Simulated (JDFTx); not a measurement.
Runs of JDFTx 1.7.0 (patched build) on ZrC. It takes space group Fm-3m (No. 225, cubic). Conventional cell: a = 4.730 Å, b = 4.730 Å, c = 4.730 Å, α = 90.00°, β = 90.00°, γ = 90.00°. Zr (site symmetry m-3m) is surrounded by 6 C at 2.37 Å. Around C (site symmetry m-3m) lie 6 Zr at 2.37 Å. 

```csv
task,level,potentials or basis,cell,cutoff (eV),further solve for the empty bands,gap on the mesh (eV),pressure (GPa),V0 of scaled cells (Å³/atom),B0 (GPa)
equation of state,r2SCAN,SG15-PBE-1.2 with smoothed tails,as given,1361,-,-,-,13.07,(a)
equation of state,PBEsol,PseudoDojo-SR-PBEsol-0.4.1-standard with smoothed tails,as given,1116,-,-,-,(b),236
equation of state,LDA,PseudoDojo-SR-LDA-0.4.1-standard with smoothed tails,as given,1116,-,-,-,12.52,247
single point,PBEsol,PseudoDojo-SR-PBEsol-0.4.1-standard with smoothed tails,"atoms moved at random, drawn with an rms of 0.05 Å",1116,yes,none,-8.1,-,-
single point,PBEsol,PseudoDojo-SR-PBEsol-0.4.1-standard with smoothed tails,as given,1116,yes,none,-8.3,-,-
```

Alike in all rows: no spin polarisation; k mesh 10 × 10 × 10; smearing fermi-dirac 0.05 eV.

**Question.** Fill in the values left out.

**Answer.** (a) 229; (b) 12.74.

Caveats: the potentials were made for another functional, which shifts forces and pressure (some runs).

A k mesh can miss the band edges, and the runs leave out spin-orbit coupling on Zr.

A gap of «none» marks a metal or a gap under the smearing width.

Runs at the PBE level aren't shown here.
